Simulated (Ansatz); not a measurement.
Ti$_{3}$Al$_{5}$ (P4/mmm), a film clamped to a substrate

All numbers below come from Ansatz, DFT PBEsol, scalar-relativistic, plane waves, PAW. Cutoff 420 eV, Γ-centred 10×10×6 k-points, Gaussian smearing of 0.15 eV. No spin polarisation. Energies are free energies at this smearing, counted from the undisturbed cell; pressure is positive in compression.

Zero of the scan (relaxed at this level; it needn't be the usual structure):

```yaml
crystal:
  lattice:
    - [3.88330, 0.00000, 0.00000]
    - [0.00000, 3.88330, 0.00000]
    - [0.00000, 0.00000, 8.29688]
  atoms:
    - { symbol: Ti, position: [0.00000, 0.00000, 0.50000] }
    - { symbol: Ti, position: [0.50000, 0.50000, 0.00000] }
    - { symbol: Ti, position: [0.50000, 0.50000, 0.50000] }
    - { symbol: Al, position: [0.00000, 0.50000, 0.25235] }
    - { symbol: Al, position: [0.00000, 0.50000, 0.74765] }
    - { symbol: Al, position: [0.50000, 0.00000, 0.25235] }
    - { symbol: Al, position: [0.50000, 0.00000, 0.74765] }
    - { symbol: Al, position: [0.00000, 0.00000, 0.00000] }
```

The cell (8 atoms, V0 = 125.12 Å³) is strained by p along both x and y and by q along z, fractional coordinates fixed. τp = (1/V0) ∂E/∂p = (σxx + σyy)(1 + p)(1 + q) and τq = (1/V0) ∂E/∂q = σzz(1 + p)², with tension positive.

```csv
p,q,ΔE (meV/atom),τp (GPa),τq (GPa)
0.000,0.000,0.00,-0.12,0.15
-0.025,0.000,18.64,-15.67,-3.34
0.025,0.000,15.71,12.55,3.48
0.000,-0.025,6.21,-3.88,-5.30
0.000,0.025,6.57,2.97,5.15
```

Q: Get the second derivatives of the energy density.

A: Central differences give A = ∂τp/∂p = 564 GPa (C11 + C22 + 2 C12), C = ∂τq/∂q = 209 GPa (C33) and the cross term B = ∂τq/∂p = 136 GPa (C13 + C23); ∂τp/∂q = 137 GPa must equal B, and any difference shows higher-order terms. The ions are clamped.

Q: A film of this crystal grows with z along the normal on a substrate that imposes p. How does its thickness respond, and what does the misfit cost?

A: Count p and q from the stress-free cell. A free surface needs τq = 0, so q = −(B/C) p = -0.65 p. The energy density left is (A − B²/C) p²/2 = M p², with the biaxial modulus M = 238 GPa; a misfit of 1 % costs 2.32 meV/atom, against 2.75 meV/atom if the thickness were held.

At p = -0.050 the energies along q are 147.8 (q = -0.050), 104.7 (q = -0.025), 79.1 (q = 0.000), 69.2 (q = 0.025), 72.9 (q = 0.050) meV/atom.

Q: Does the linear rule hold at this misfit?

A: A parabola through the lowest point and its neighbours has its minimum at q = 0.031, 68.8 meV/atom. With the stress left in the starting cell, τp0 and τq0, linear elasticity gives q = −(τq0 + Bp)/C = 0.032 and E = V0(τp0 p + τq0 q + Ap²/2 + Bpq + Cq²/2)/N = 59.0 meV/atom. The energies differ by more than a tenth, so the quadratic law fails here: the gap holds the anharmonic part, with some error from the wide steps. Cubic terms also shift the vertex of so wide a parabola.

Forces appear on the atoms along this scan, and letting them relax would lower the energy and soften the response. In a metal these slopes depend on the k mesh and the smearing.

The film relieves in-plane compression by thickening, but much less than constant volume would require, so it also becomes denser. The harmonic estimate falls short at large misfit, mainly because the energy rises faster than quadratically under in-plane compression. The small strains already show this in-plane, where compression costs 18.64 meV/atom and equal extension 15.71. The energies along z run the other way, but only because of the slight residual tension in the starting cell; with that removed, compression is the stiffer direction there too.

The linear rule still predicts the thickness well, probably because the anharmonic shifts in the Poisson coupling and the normal stiffness partly cancel. Agreement in geometry is therefore no test of the misfit energy. Nor does the large A relative to C prove stiffer bonding in the plane, since A describes two axes strained together. The large-misfit test covers compression only; under tension, the same anharmonicity would probably make the harmonic energy too high.
